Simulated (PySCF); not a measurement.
# CsI (Pm-3m) in PySCF: atomic charges with r2SCANh

Aim: the atomic charges of CsI with r2SCANh.

Program: PySCF 2.14.0. These are calculated values, not measurements. Logs are shortened: lines on timing, memory, paths and dates and some standing lists are left out, and cuts for length are marked.

### 1 The crystal as given

It takes space group Pm-3m (No. 221, cubic). Conventional cell: a = 4.567 Å, b = 4.567 Å, c = 4.567 Å, α = 90.00°, β = 90.00°, γ = 90.00°. Cs (site symmetry m-3m) has 8 I at 3.95 Å as nearest neighbours. I (site symmetry m-3m) is surrounded by 8 Cs at 3.95 Å.

### 2 Atomic charges, r2SCANh

Contents of run.py:

```python
import json
import numpy as np
from pyscf.pbc import gto, scf, dft, df

cell = gto.Cell()
cell.basis = {'Cs': 'DZVP-MOLOPT-HYB-GTH-q9', 'I': 'DZVP-MOLOPT-HYB-GTH-q7'}
cell.pseudo = {'Cs': 'GTH-HYB-q9', 'I': 'GTH-HYB-q7'}
cell.fromfile('POSCAR', format='poscar')
cell.ke_cutoff = 60  # hartree
cell.exp_to_discard = 0.02
cell.precision = 1e-08
cell.max_memory = 5040  # MB
cell.verbose = 4
cell.build()

res = {}
kpts = cell.make_kpts([2, 2, 2])
mf = dft.KRKS(cell, kpts, xc='HYB_MGGA_XC_R2SCANH', exxdiv='ewald')
mf = mf.density_fit()
mf.with_df._cderi = 'cderi.h5'  # three-centre integrals saved by an earlier run on this cell, basis and mesh
mf.grids = dft.gen_grid.UniformGrids(cell)
mf.conv_tol = 1e-07
mf.max_cycle = 60

mf.kernel()
res.update(converged=bool(mf.converged), e_tot=mf.e_tot, nelec=cell.nelectron, nao=cell.nao, mesh=list(map(int, cell.mesh)), a=cell.lattice_vectors().tolist(), coords=cell.atom_coords().tolist(),
           mo_energy=[np.real(x).tolist() for x in mf.mo_energy], mo_occ=[np.real(x).tolist() for x in mf.mo_occ])
res.update(kpts=cell.get_scaled_kpts(kpts).tolist())
res['parts'] = {k: float(np.real(v)) for k, v in mf.scf_summary.items() if np.isscalar(v)}
json.dump(res, open('results.json', 'w'))
if not mf.converged:
    raise SystemExit('SCF not converged')

print('levels (eV)')
for i, kp in enumerate(res['kpts'][:40]):
    print('k %7.4f %7.4f %7.4f  ' % tuple(kp), ' '.join('%.3f' % (x * 27.211386) for x in res['mo_energy'][i][:13]))

# Mulliken populations
dm, s = np.asarray(mf.make_rdm1()), np.asarray(mf.get_ovlp())
sites = cell.aoslice_by_atom()[:, 2:]
tot = np.einsum('kij,kji->i', dm, s).real / len(kpts)
res['mulliken'] = [cell.atom_charge(i) - tot[a0:a1].sum() for i, (a0, a1) in enumerate(sites)]
print('Mulliken charges', np.round(res['mulliken'], 5))
res['meta_lowdin'] = mf.mulliken_meta()[1].tolist()
res['done'] = True
json.dump(res, open('results.json', 'w'))
```

Contents of POSCAR:

```
CsI
1.0
    4.5667000000      0.0000000000      0.0000000000
    0.0000000000      4.5667000000      0.0000000000
    0.0000000000      0.0000000000      4.5667000000
Cs I
1 1
Direct
    0.0000000000      0.0000000000      0.0000000000
    0.5000000000      0.5000000000      0.5000000000
```

Potentials or basis: DZVP-MOLOPT-HYB/GTH-HYB (UZH) (potentials made for PBE0).

Run with:

```sh
OMP_NUM_THREADS=4 python -u run.py > log
```

Log:

```text
Discarded 0 diffused primitive functions, 0 contracted functions

******** <class 'pyscf.pbc.dft.krks.KRKS'> ********
method = KRKS
initial guess = minao
damping factor = 0
level_shift factor = 0
DIIS = <class 'pyscf.scf.diis.CDIIS'>
diis_start_cycle = 1
diis_space = 8
diis_damp = 0
SCF conv_tol = 1e-07
SCF conv_tol_grad = None
SCF max_cycles = 60
direct_scf = True
direct_scf_tol = 1e-13

******** PBC SCF flags ********
N kpts = 8
Exchange divergence treatment (exxdiv) = ewald
    madelung (= occupied orbital energy shift) = 0.16438929278712341
    Total energy shift due to Ewald probe charge = -1/2 * Nelec*madelung = -1.3151143423
DF object = <pyscf.pbc.df.df.GDF object>
XC functionals = HYB_MGGA_XC_R2SCANH
small_rho_cutoff = 0
Uniform grid, mesh = [33 33 33]
Set gradient conv threshold to 0.000316228

******** <class 'pyscf.pbc.df.rsdf_builder._RSNucBuilder'> ********
mesh = [13 13 13] (2197 PWs)
ke_cutoff = 9.54178315988744
omega = 0.39206837764647307
exclude_d_aux = False
exclude_dd_block = True
j2c_eig_always = False
has_long_range = True
nelec by numeric integration = 15.999999999999703
init E= -27.6715801904012
  HOMO = -0.0484595565246  LUMO = 0.198470150574  gap/eV = 6.71930
nelec by numeric integration = 15.999999999999963
cycle= 1 E= -31.7762190305292  delta_E= -4.1  |g|= 1.09  |ddm|= 12.4
  HOMO = 0.150588534252  LUMO = 0.291407168717  gap/eV = 3.83187
nelec by numeric integration = 15.999999999999952
cycle= 2 E= -31.8227973749652  delta_E= -0.0466  |g|= 0.506  |ddm|= 9.75
  HOMO = 0.0885490035668  LUMO = 0.281930357015  gap/eV = 5.26217
nelec by numeric integration = 15.999999999999957
cycle= 3 E= -31.8386893115626  delta_E= -0.0159  |g|= 0.0815  |ddm|= 1.19
  HOMO = 0.0955932001895  LUMO = 0.281008732423  gap/eV = 5.04541
nelec by numeric integration = 15.999999999999957
cycle= 4 E= -31.8391101028881  delta_E= -0.000421  |g|= 0.00422  |ddm|= 0.713
  HOMO = 0.0955582019245  LUMO = 0.280995061621  gap/eV = 5.04599
nelec by numeric integration = 15.999999999999957
cycle= 5 E= -31.8391109828732  delta_E= -8.8e-07  |g|= 5.38e-05  |ddm|= 0.0594
  HOMO = 0.0955524907966  LUMO = 0.280991231031  gap/eV = 5.04605
nelec by numeric integration = 15.999999999999957
cycle= 6 E= -31.8391109830319  delta_E= -1.59e-10  |g|= 1.2e-06  |ddm|= 0.000569
  HOMO = 0.0955523249951  LUMO = 0.280991136626  gap/eV = 5.04605
nelec by numeric integration = 15.999999999999954
Extra cycle  E= -31.8391109830319  delta_E= -6.75e-14  |g|= 6.62e-07  |ddm|= 1.28e-05
converged SCF energy = -31.8391109830319
levels (eV)
k  0.0000  0.0000  0.0000   -19.138 -8.641 -5.076 -5.076 -5.076 2.498 2.498 2.498 7.646 7.977 7.977 11.831 11.831
k  0.0000  0.0000  0.5000   -19.112 -8.668 -5.184 -5.012 -5.012 1.005 2.342 2.342 9.095 10.358 10.562 12.033 12.033
k  0.0000  0.5000  0.0000   -19.112 -8.668 -5.184 -5.012 -5.012 1.005 2.342 2.342 9.095 10.358 10.562 12.033 12.033
k  0.0000  0.5000  0.5000   -19.088 -8.451 -5.444 -5.444 -4.971 1.688 1.688 2.600 7.837 8.816 10.163 10.163 13.613
k  0.5000  0.0000  0.0000   -19.112 -8.668 -5.184 -5.012 -5.012 1.005 2.342 2.342 9.095 10.358 10.562 12.033 12.033
k  0.5000  0.0000  0.5000   -19.088 -8.451 -5.444 -5.444 -4.971 1.688 1.688 2.600 7.837 8.816 10.163 10.163 13.613
k  0.5000  0.5000  0.0000   -19.088 -8.451 -5.444 -5.444 -4.971 1.688 1.688 2.600 7.837 8.816 10.163 10.163 13.613
k  0.5000  0.5000  0.5000   -19.066 -8.310 -5.329 -5.329 -5.329 1.236 1.236 1.236 10.899 10.899 10.899 11.758 11.758
Mulliken charges [ 0.80002 -0.80002]
 ** Mulliken pop on meta-lowdin orthogonal AOs **
 ** Mulliken pop  **
pop of  0 Cs 5s           0.95974
pop of  0 Cs 6s           1.50050
pop of  0 Cs 7s           0.02688
pop of  0 Cs 5px          1.87205
pop of  0 Cs 5py          1.87205
pop of  0 Cs 5pz          1.87205
pop of  0 Cs 6px          0.09522
pop of  0 Cs 6py          0.09522
pop of  0 Cs 6pz          0.09522
pop of  0 Cs 5dxy         0.00172
pop of  0 Cs 5dyz         0.00172
pop of  0 Cs 5dz^2        0.00115
pop of  0 Cs 5dxz         0.00172
pop of  0 Cs 5dx2-y2      0.00115
pop of  1 I 5s            1.15940
pop of  1 I 6s            0.72557
pop of  1 I 5px           1.67781
pop of  1 I 5py           1.67781
pop of  1 I 5pz           1.67781
pop of  1 I 6px           0.22067
pop of  1 I 6py           0.22067
pop of  1 I 6pz           0.22067
pop of  1 I 5dxy          0.00480
pop of  1 I 5dyz          0.00480
pop of  1 I 5dz^2         0.00443
pop of  1 I 5dxz          0.00480
pop of  1 I 5dx2-y2       0.00443
 ** Mulliken atomic charges  **
charge of    0Cs =      0.60364
charge of    1I =     -0.60364
```

Run time: 49 s. Hardware: 4 threads of Intel Xeon at 2.50GHz (Skylake/Cascade Lake), shared host; peak memory 0.68 GiB.

Results:

| Item | Value |
| --- | --- |
| Free energy | -866.3863 eV |
| Band gap on the k mesh | 5.05 eV, indirect (least direct gap 5.15 eV) |
| Meta-löwdin charges | Cs +0.60; I -0.60 e |

Caveat: the k mesh is coarse (spacing up to 0.69 Å⁻¹), so the values aren't converged, least of all with exact exchange; meta-GGAs need a finer uniform grid than this; on so small a mesh gaps with full-range exact exchange can be off by tenths of an eV to over 1 eV; population charges move with the basis; spin-orbit coupling is left out, which moves the levels of the heavy elements; the basis of atomic orbitals isn't converged, which shifts pressures, moduli and gaps. A k mesh can miss the band edges.
